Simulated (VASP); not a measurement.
**MoSe2: relaxation of cell and atoms with RPBE+D3(BJ)**

MoSe2:

```
Mo Se
1.0
     3.28800    0.00000    0.00000
    -1.64400    2.84749    0.00000
     0.00000    0.00000   12.90000
Mo Se
2 4
Direct
  0.66667 0.33333 0.75000
  0.33333 0.66667 0.25000
  0.66667 0.33333 0.37500
  0.33333 0.66667 0.87500
  0.66667 0.33333 0.12500
  0.33333 0.66667 0.62500
```

- Program: VASP 6.6.1
- Task: relaxation of cell and atoms
- Functional: RPBE
- Dispersion: D3(BJ)
- Potentials or basis: VASP PAW PBE potentials, release 64 (Mo_sv, Se)
- Cutoff: 600 eV
- k mesh: 9 × 9 × 2
- Occupations: fermi-dirac, width 0.05 eV
- Spin: no spin polarisation
- Further INCAR settings: ALGO = Normal; EDIFF = 1e-07; IBRION = 2; EDIFFG = -0.02; NSW = 40; ISIF = 3

- Relaxed volume: 15.84 Å³/atom
- Relaxed cell: a = 3.055 Å, b = 3.055 Å, c = 11.761 Å, α = 90.00°, β = 90.00°, γ = 120.00°
- Space group after relaxing (to 0.05 Å): P6_3/mmc (No. 194)
- Energy gained by relaxing: 246.8 meV/atom
- Ionic steps: 18
- Pressure after relaxing: 0.0 GPa
- Largest force after relaxing: 0.019 eV/Å
- Band gap on the k mesh: 0.31 eV, indirect (least direct gap 0.67 eV)
- Dispersion energy per atom: -2.935 eV

Forces in eV/Å, atoms in the order of the input:
```
Mo   0.000  0.000  0.000
Mo   0.000  0.000  0.000
Se   0.000  0.000  0.019
Se   0.000  0.000  0.019
Se   0.000  0.000 -0.019
Se   0.000  0.000 -0.019
```

Stress tensor (GPa, compression positive):
```
-0.07  0.00  0.00
 0.00 -0.07  0.00
 0.00  0.00  0.03
```

The path:
```
step  energy change (eV)  largest force (eV/Å)  pressure (GPa)  volume (Å³)
   1              0.0000                0.5436          -10.44       120.78
   2             -0.2495                3.1837           20.13        99.05
   3             -0.6535                1.9107            3.76       107.83
   4             -0.7754                0.5095           -3.59       104.32
   5             -0.9403                0.4228           -1.04       105.88
   6             -0.9404                0.4538           -0.95       105.92
   7             -1.0416                0.4837           -1.12       104.27
   8             -1.3361                0.5380           -0.61        99.31
   9             -1.0940                0.3800            9.13        89.33
  10             -1.4113                0.7650            2.09        96.66
  11             -1.4110                0.4804            4.96        92.85
  12             -1.4405                0.6526            3.59        94.55
  13             -1.4701                0.0161            0.11        94.78
  14             -1.4704                0.0660            0.38        94.76
  15             -1.4758                0.0518            0.22        94.86
  16             -1.4804                0.0173           -0.14        95.11
  17             -1.4805                0.0212           -0.10        95.08
  18             -1.4805                0.0194           -0.04        95.03
```

Final structure:
```xyz
6
Lattice="3.0546 0.0000 0.0000 -1.5273 2.6453 0.0000 0.0000 0.0000 11.7609" Properties=species:S:1:pos:R:3 pbc="T T T"
Mo    1.5273    0.8818    8.8207
Mo    0.0000    1.7636    2.9402
Se    1.5273    0.8818    4.6545
Se    0.0000    1.7636   10.5350
Se    1.5273    0.8818    1.2259
Se    0.0000    1.7636    7.1064
```

Levels at points of the mesh, in eV from the valence-band top:
```csv
k point,band 22,band 23,band 24,band 25,band 26,band 27,band 28,band 29,band 30,band 31
"(0.00, 0.00, 0.00)",-1.37,-1.19,-1.19,-0.14,0.00,2.71,2.71,2.79,2.79,3.08
"(0.00, 0.00, 0.50)",-1.28,-1.28,-1.28,-0.04,-0.04,2.74,2.74,2.74,2.74,3.28
```

Run time: 16 min on 1 thread of AMD EPYC 9R45 96-Core Processor (Zen 5), with other jobs on the host, peak memory 0.33 GiB.

Caveat: the volume moved by over 15 % at a fixed basis, so the end points are rough; the PAW data sets were made with another functional, which shifts forces and pressure a little; an odd mesh through Γ misses points on the zone boundary, where band edges often lie; the volume moved by -21 % from the deposited cell, more than functionals usually miss.
